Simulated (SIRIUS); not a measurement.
# Al: equation of state with PBEsol

**Experimental background.**

“The interpretation of polycrystalline coherent inelastic neutron scattering from aluminium”, 2013, pmc:3831299 quotes, for a bulk crystal of Al: bulk modulus 76.9 GPa.

Crystal: Al.

```
CELL_PARAMETERS angstrom
0.00000 2.02481 2.02481
2.02481 0.00000 2.02481
2.02481 2.02481 0.00000
ATOMIC_POSITIONS crystal
Al 0.00000 0.00000 0.00000
```

| Item | Value |
| --- | --- |
| Program | SIRIUS 7.10.0 |
| Task | equation of state |
| Functional | PBEsol |
| Potentials or basis | PseudoDojo 0.4.1 PBEsol standard (scalar relativistic) |
| Cutoff | 557 eV |
| Density cutoff | 2229 eV |
| k mesh | 11 × 11 × 11 |
| Occupations | fermi-dirac, width 0.05 eV |
| Spin | no spin polarisation |
| Libxc names | ["XC_GGA_X_PBE_SOL", "XC_GGA_C_PBE_SOL"] |
| Radial cutoff for the potentials' integrals | 6.5 bohr |

The equilibrium volume is 16.18 Å³/atom. The bulk modulus is 84 GPa and the pressure derivative of the bulk modulus is 4.5.

Energy against volume, from the lowest point:
```
volume (Å³/atom)  energy (meV/atom)
          15.607               5.51
          15.939               0.82
          16.271               0.00
          16.603               2.65
          16.935               8.41
          17.267              16.94
          17.599              27.94
```

All runs of the series together: 37 s on 1 thread of Arm Neoverse V1, with other jobs on the host.

Against the measured bulk modulus of Al, 76.9 GPa (quoted in “The interpretation of polycrystalline coherent inelastic neutron scattering from aluminium”, 2013, pmc:3831299), the calculated 84 GPa is off by +9.3 %. The fit is for a static lattice scaled at fixed shape and fixed fractional positions. The cell as given is a measured one (16.60 Å³/atom); PBEsol puts the equilibrium volume -2.6 % from it, thermal expansion not counted.
